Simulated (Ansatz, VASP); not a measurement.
# KF in VASP and in Ansatz

```
K F
1.0
     0.00000    2.18910    2.18910
     2.18910    0.00000    2.18910
     2.18910    2.18910    0.00000
K F
1 1
Direct
  0.00000 0.00000 0.00000
  0.50000 0.50000 0.50000
```

Change from the starting cell: volume scaled by 0.55, PAW files.

Alike in both runs: task electric field gradients; functional PBE; k mesh 9 × 9 × 9; occupations fermi-dirac, width 0.03 eV; no spin polarisation.

|  | VASP | Ansatz |
| --- | --- | --- |
| version | VASP 6.6.1 | Ansatz 0.2.0 |
| potentials or method | VASP PAW PBE potentials, release 64 (K_sv, F) | PAW with Ansatz's default frozen-core files, scalar-relativistic |
| plane-wave cutoff (eV) | 520 | 420 |
| valence electrons in the cell | 16 | 16 |

Ansatz gave:

| Quantity | Value |
| --- | --- |
| gap on the k mesh at the Fermi level (eV) | 6.93 |
| pressure (GPa) | 88.7 |
| Vzz of the field gradient on the site that differs most (V/Å²) | 0.0 |

**Question.** What did VASP give for the same quantities?

**Answer.** gap on the k mesh at the Fermi level (eV): 6.90; pressure (GPa): 91.6; Vzz of the field gradient on the site that differs most (V/Å²): 0.0.

Caveats: the cell as given lies far from equilibrium; so large a pressure means that the cell lies far from this level's equilibrium, or that cutoff or potentials fall short (VASP); an odd mesh through Γ misses points on the zone boundary, where band edges often lie.
